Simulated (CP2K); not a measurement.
Input of a CP2K 2026.2 run:

Contents of nah_bands.inp:

```
&GLOBAL
  PROJECT nah_bands
  RUN_TYPE ENERGY_FORCE
  PRINT_LEVEL LOW
&END GLOBAL
&FORCE_EVAL
  METHOD QS
  STRESS_TENSOR ANALYTICAL
  &DFT
    BASIS_SET_FILE_NAME BASIS_MOLOPT_UZH
    POTENTIAL_FILE_NAME POTENTIAL_UZH
    &MGRID
      CUTOFF 1400
      REL_CUTOFF 60
      NGRIDS 4
    &END MGRID
    &QS
      METHOD GPW
      EPS_DEFAULT 1.0E-9
    &END QS
    &KPOINTS
      SCHEME MONKHORST-PACK 9 9 9
      GAMMA_CENTERED T
      SYMMETRY T
      SYMMETRY_BACKEND SPGLIB
    &END KPOINTS
    &SCF
      SCF_GUESS ATOMIC
      EPS_SCF 1.0E-6
      MAX_SCF 100
      ADDED_MOS 10
      CHOLESKY OFF
      EPS_EIGVAL 1.0E-7
      &DIAGONALIZATION ON
        ALGORITHM STANDARD
      &END DIAGONALIZATION
      &MIXING ON
        METHOD BROYDEN_MIXING
        ALPHA 0.4
        BETA 1.5
        NBUFFER 8
      &END MIXING
      &SMEAR ON
        METHOD FERMI_DIRAC
        ELECTRONIC_TEMPERATURE 1160.45
      &END SMEAR
    &END SCF
    &XC
      &XC_FUNCTIONAL
        &MGGA_X_R2SCAN
        &END MGGA_X_R2SCAN
        &MGGA_C_R2SCAN
        &END MGGA_C_R2SCAN
      &END XC_FUNCTIONAL
    &END XC
    &PRINT
      &KPOINTS ON
      &END KPOINTS
      &MULLIKEN ON
      &END MULLIKEN
      &MO ON
        ENERGIES T
        OCCUPATION_NUMBERS T
        &EACH
          QS_SCF 0
        &END EACH
        ADD_LAST NUMERIC
      &END MO
      &BAND_STRUCTURE
        FILE_NAME bands.bs
        ADDED_MOS 6
        &KPOINT_SET
          UNITS B_VECTOR
          NPOINTS 8
          SPECIAL_POINT GAMMA 0.00000000 0.00000000 0.00000000
          SPECIAL_POINT X 0.50000000 0.00000000 0.50000000
          SPECIAL_POINT W 0.50000000 0.25000000 0.75000000
          SPECIAL_POINT K 0.37500000 0.37500000 0.75000000
          SPECIAL_POINT GAMMA 0.00000000 0.00000000 0.00000000
          SPECIAL_POINT L 0.50000000 0.50000000 0.50000000
          SPECIAL_POINT U 0.62500000 0.25000000 0.62500000
          SPECIAL_POINT W 0.50000000 0.25000000 0.75000000
          SPECIAL_POINT L 0.50000000 0.50000000 0.50000000
          SPECIAL_POINT K 0.37500000 0.37500000 0.75000000
        &END KPOINT_SET
        &KPOINT_SET
          UNITS B_VECTOR
          NPOINTS 8
          SPECIAL_POINT U 0.62500000 0.25000000 0.62500000
          SPECIAL_POINT X 0.50000000 0.00000000 0.50000000
        &END KPOINT_SET
      &END BAND_STRUCTURE
    &END PRINT
  &END DFT
  &SUBSYS
    &CELL
      A 3.4506810922 0.0000000000 0.0000000000
      B 1.7253405461 2.9883774862 0.0000000000
      C 1.7253405461 0.9961258287 2.8174693136
      PERIODIC XYZ
    &END CELL
    &COORD
      SCALED
      Na  0.0000000000 0.0000000000 0.0000000000
      H   0.5000000000 0.5000000000 0.5000000000
    &END COORD
    &KIND Na
      BASIS_SET TZVP-MOLOPT-SCAN-GTH-q9
      POTENTIAL GTH-SCAN-q9
    &END KIND
    &KIND H
      BASIS_SET TZVP-MOLOPT-SCAN-GTH-q1
      POTENTIAL GTH-SCAN-q1
    &END KIND
    &PRINT
      &ATOMIC_COORDINATES ON
      &END ATOMIC_COORDINATES
      &CELL ON
      &END CELL
    &END PRINT
  &END SUBSYS
  &PRINT
    &FORCES ON
    &END FORCES
    &STRESS_TENSOR ON
    &END STRESS_TENSOR
  &END PRINT
&END FORCE_EVAL
```

Potentials or basis: POTENTIAL_UZH Na GTH-SCAN-q9, H GTH-SCAN-q1; TZVP-MOLOPT-SCAN-GTH basis.

Command:

```sh
$ OMP_NUM_THREADS=1 cp2k.psmp -i nah_bands.inp -o nah_bands.out
```

Question: Estimate the Mulliken charges.

Answer: Na +0.45; H -0.45 e.

Question: What does it give for the band gap along the path?

Answer: 4.35 eV, indirect (least direct gap 5.18 eV).

Levels at the corners of the path, in eV from the valence-band top:
```csv
point,band 2,band 3,band 4,band 5,band 6,band 7,band 8,band 9
Γ,-23.10,-23.10,-23.10,-3.56,11.38,19.65,19.65,19.65
X,-23.17,-23.12,-23.12,-0.15,5.03,11.89,11.89,13.37
W,-23.14,-23.14,-23.12,0.00,6.74,6.74,11.09,17.56
K,-23.15,-23.14,-23.12,-0.11,5.85,7.73,13.14,14.42
Γ,-23.10,-23.10,-23.10,-3.56,11.38,19.65,19.65,19.65
L,-23.17,-23.10,-23.10,-0.91,4.35,12.24,18.21,18.21
U,-23.15,-23.14,-23.12,-0.11,5.85,7.73,13.14,14.42
W,-23.14,-23.14,-23.12,0.00,6.74,6.74,11.09,17.56
L,-23.17,-23.10,-23.10,-0.91,4.35,12.24,18.21,18.21
K,-23.15,-23.14,-23.12,-0.11,5.85,7.73,13.14,14.42
U,-23.15,-23.14,-23.12,-0.11,5.85,7.73,13.14,14.42
X,-23.17,-23.12,-23.12,-0.15,5.03,11.89,11.89,13.37
```

Caveat: the basis of atomic orbitals isn't converged, which shifts pressures, moduli and gaps.
